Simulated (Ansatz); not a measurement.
input.yaml (Ansatz)

```yaml
crystal:
  lattice:
    - [2.2731074551, 0.0, 0.0]
    - [0.0, 2.2731074551, 0.0]
    - [0.0, 0.0, 2.2731074551]
  atoms:
    - { symbol: Cr, position: [0.0, 0.0, 0.0], spin: 1.5 }
hamiltonian:
  xc: pbe
  pseudopotentials:
    kind: paw
    azcp:
      Cr: "pseudopotentials/Cr.paw.azcp"
basis:
  ecutwfc: 420
  fft_grid_basis: typed
kpoints:
  mp_grid: { grid: [15, 15, 15], shift: [0, 0, 0] }
magnetization:
  spin_polarized: true
scf:
  occupations: { method: fermi_dirac, width: 0.05 }
  lower_state_search: "off"
output:
  stress: true
  write_density: true
  write_potential: true
  elf: true
  volumetric_format: npy
```

Terminal output

```
Engine: ansatz 0.2.0, x86_64-unknown-linux-gnu
Pseudopotentials: kind: paw
Pseudopotential: Cr, paw, valence charge 14, recommended cutoff 420 eV (normal) 
Functional definition: PBE
  parameter kappa = 0.804
  parameter beta = 0.06672455060314922
  exchange = pbe_x(kappa = kappa, mu = beta*pi^2/3)
  correlation = pbe_c(beta = beta)
Crystal: 1 atoms, lattice volume = 11.745 Å³
Basis set: ecut = 420 eV, 251 PW (Γ)
Bands: 12, of which v1, the nominal top of the filled ones, is band 7 counted from 1 (6 counted from 0)
Symmetry: 48 space group operations
Space group: Pm-3m (ITA 221), of the structure as read, at distance tolerance 2.3e-5 Å
Magnetic group: BNS 221.92 (UNI 1594), of the structure as read, at distance tolerance 2.3e-5 Å
k-points: 120 of 3375
Non-local potential: Cr, projectors of the file, l = 0: 3, l = 1: 2, l = 2: 3, l = 3: 1
PAW form: soft (Blöchl's): semilocal exchange-correlation on the pseudo side does not see the compensation charge
PAW one-centre angular grid: Cr, 590 points (default); XC on 64 Gauss nodes
Initial density: superposition of atomic densities (chi_scale 0.1, normalization cell)
Starting moments: Σ|m| = 1.5 μB on 1 of 1 site
Initial wavefunctions: pseudopotential atomic-orbital guess
Functional: x = pbe(κ = 0.804, μ = 0.2195149727645171), c = pbe(β = 0.06672455060314922)
SCF iter   1: F=—  HF=-3377.300166 eV  |F-HF|=—  |Δ(HF+E_count)|=         —  Δρ=1.87e-1 (↑1.87e-1 ↓5.33e-2)  dr2=3.20e0  dr2_m=1.10e0  M=0.530 μB ∫|m|=0.534 μB  β_m=0.30  ethr=3.10e-3  ⟨swp⟩=3.9  Hψ=13423  notcnv=0
SCF iter   2: F=—  HF=-3376.740283 eV  |F-HF|=—  |Δ(HF+E_count)|=   5.60e-1  Δρ=1.14e-1 (↑1.14e-1 ↓4.68e-2)  dr2=9.44e-1  dr2_m=5.53e-1  M=0.513 μB ∫|m|=0.518 μB  β_m=0.30  ethr=3.10e-3  ⟨swp⟩=2.9  Hψ=7247  notcnv=0  defer=104
SCF iter   3: F=—  HF=-3376.560095 eV  |F-HF|=—  |Δ(HF+E_count)|=   1.80e-1  Δρ=5.55e-2 (↑4.93e-2 ↓5.55e-2)  dr2=3.24e-2  dr2_m=2.73e-1  M=0.501 μB ∫|m|=0.507 μB  β_m=0.30  ethr=3.10e-3  ⟨swp⟩=2.9  Hψ=5434  notcnv=0  defer=104
SCF iter   4: F=—  HF=-3376.577940 eV  |F-HF|=—  |Δ(HF+E_count)|=   1.78e-2  Δρ=4.13e-2 (↑4.13e-2 ↓3.80e-2)  dr2=1.21e-3  dr2_m=1.69e-1  M=0.463 μB ∫|m|=0.468 μB  β_m=0.30  ethr=2.32e-4  ⟨swp⟩=2.2  Hψ=7283  notcnv=0  defer=77
SCF iter   5: F=—  HF=-3376.597005 eV  |F-HF|=—  |Δ(HF+E_count)|=   1.91e-2  Δρ=3.22e-2 (↑3.09e-2 ↓3.22e-2)  dr2=2.19e-4  dr2_m=1.07e-1  M=0.427 μB ∫|m|=0.432 μB  β_m=0.30  ethr=8.67e-6  ⟨swp⟩=2.3  Hψ=4950  notcnv=0  defer=77
SCF iter   6: F=—  HF=-3376.610681 eV  |F-HF|=—  |Δ(HF+E_count)|=   1.37e-2  Δρ=2.60e-2 (↑2.56e-2 ↓2.60e-2)  dr2=2.36e-5  dr2_m=7.17e-2  M=0.391 μB ∫|m|=0.396 μB  β_m=0.30  ethr=1.56e-6  ⟨swp⟩=2.0  Hψ=5369  notcnv=0  defer=77
SCF iter   7: F=—  HF=-3376.618156 eV  |F-HF|=—  |Δ(HF+E_count)|=   7.47e-3  Δρ=2.18e-2 (↑2.18e-2 ↓2.13e-2)  dr2=2.47e-5  dr2_m=5.00e-2  M=0.357 μB ∫|m|=0.362 μB  β_m=0.30  ethr=1.69e-7  ⟨swp⟩=2.0  Hψ=5133  notcnv=0  defer=75
...
SCF iter  18: F=-3376.641382 eV  HF=-3376.641382 eV  |F-HF|=3.05e-11  |Δ(HF+E_count)|=   2.06e-9  Δρ=1.01e-6 (↑1.01e-6 ↓9.55e-7)  dr2=5.97e-13  dr2_m=1.04e-10  M=-0.000 μB ∫|m|=0.000 μB  β_m=0.99  ethr=1.00e-12  ⟨swp⟩=3.2  Hψ=11552  notcnv=0
SCF iter  19: F=-3376.641382 eV  HF=-3376.641382 eV  |F-HF|=9.09e-13  |Δ(HF+E_count)|=  1.98e-10  Δρ=7.49e-9 (↑7.49e-9 ↓6.37e-9)  dr2=5.48e-15  dr2_m=3.96e-15  M=0.000 μB ∫|m|=0.000 μB  ethr=1.00e-12  ⟨swp⟩=3.0  Hψ=10752  notcnv=0
WARN: the starting moments were not kept: the SCF closed with an absolute magnetisation of 3.3e-7 μB, where they sum to 1.5 μB in size (1 site). That is at most 0.1 of that sum. Measured as dr2_m measures the in/out step, that magnetisation stands 9.4e-14 eV from none, at or under the dr2_threshold of 1.0e-7 eV: it is no larger than a step whose dr2_m would equal this threshold. The system may hold no moment; this SCF shows only that its start led to no more than that. To try another start: raise the starting moments (crystal.atoms[].spin, magnetization.per_species, magnetization.initial_magnetization, or on a non-collinear deck that types none of these the spinor_matrix: blocks that start its atoms; where the total moment is fixed, keep their sum and leave initial_magnetization as it is; typed ones take the place of any that the run laid by itself, positive ones on a crystal's lanthanoids without a Hubbard term where scf.initial_density.shell_occupations: [] is typed) or, if the notice of its spin-set hold's release reads "site moments contracting" or "site moments show no strong build", lengthen the hold (scf.mixing.spin_hold: { on: { confirm: 4 } }; for m-r²SCAN on two components see the key's manual first). Each may lead to a state that holds a moment. A second SCF, from the converged charge density, with the starting moments and any scf.initial_density.shell_occupations laid on it anew, would have followed, and was not run: the deck does not ask for one (magnetization.retry_lost_moments is false, the default). To let it run, set magnetization.retry_lost_moments: true and run the deck again, where that key's refused combinations let it; where memory then withholds it, that run's warning says so.
SCF 1 converged in 19 iterations: F = -3376.641382 eV  dr2 = 5.48e-15
SCF converged after 19 iterations
Magnetization: 0.0000 μB (7.0000 up, 7.0000 down)
Absolute magnetization: 0.0000 μB (∫|ρ↑−ρ↓|, with the PAW one-centre terms)
Spin contamination: 0.0000 ħ² per cell (⟨S²⟩ above its minimum at these occupations)
Per-site moments (μB) at R_I (Å): [(2.801772124418369e-7, 0.93765682522875)]
Free energy (F): -3376.641382 eV
Harris-Foulkes:  -3376.641382 eV  (|F-HF|=9.09e-13)
Internal energy: -3376.625995 eV  (E = F + TS)
E sigma→0 (E₀):  -3376.633688 eV
Entropy (-TS):   -0.015386 eV (-15.386 meV/atom)
Fermi energy:    19.127226 eV
--- Per-component energies (eV) ---
  E_band       = -146.920755
  E_kinetic    = 347.155302
  E_local      = -1260.384466  (includes V_loc(G=0)·N_el)
  E_nonlocal   = 82.524279
  E_hartree    = 553.772978
  E_xc         = -140.188307
  E_vxc        = -178.902787  (∫ρ·V_xc dr)
  E_paw        = -1198.086719  (= ΣΔE_a)
  E_vpaw       = -244.859407  (= ΣTr[D̂ρ^β])
  E_aug_tail   = 0.000363  (compensation charges beyond the density's cutoff)
  E_ewald      = -1761.419425
  E_smearing   = -0.015386  (= −TS)
  E_closure    = 0.000000  (closes the sum)
  Σ components = -3376.641382   (vs F -3376.641382, Δ=0.00e0)
--- Stress (GPa, compression-positive) ---
       19.591015       0.000000       0.000000
       -0.000000      19.591015       0.000000
        0.000000       0.000000      19.591015
  P = ⅓ Tr σ = 19.5910 GPa (195.910 kbar)
--- Band table (eV; the first three rows and the last of 240) ---
  k-point 0 ↑: bands = ["-52.6425", "-23.2258", "-23.2258", "-23.2258", "11.4581", "15.5867", "15.5867", "21.9245", "21.9245", "21.9245", "39.8023", "39.8023"]
  k-point 1 ↑: bands = ["-52.6330", "-23.2862", "-23.2206", "-23.2206", "11.6108", "15.6212", "15.7059", "21.8115", "21.8115", "21.9332", "38.4611", "40.0314"]
  k-point 2 ↑: bands = ["-52.6060", "-23.4556", "-23.2061", "-23.2061", "12.0499", "15.7197", "16.0517", "21.5025", "21.5025", "21.9577", "36.0313", "40.6926"]
  k-point 119 ↓: bands = ["-52.0106", "-24.1613", "-24.1591", "-24.1591", "15.7964", "15.8800", "15.8800", "23.3391", "23.3391", "30.4701", "33.6615", "34.4820"]
```

Launched by

```sh
ansatz run input.yaml --threads 1 --pin off --max-ram 3584MiB --backend cpu --events-out ev --progress --plain --runs-dir out
```

On 1 thread of Intel(R) Xeon(R) Platinum 8259CL CPU @ 2.50GHz (Skylake/Cascade Lake) (shared host) this took about 9.9 s of wall time and 9.8 s of CPU time.
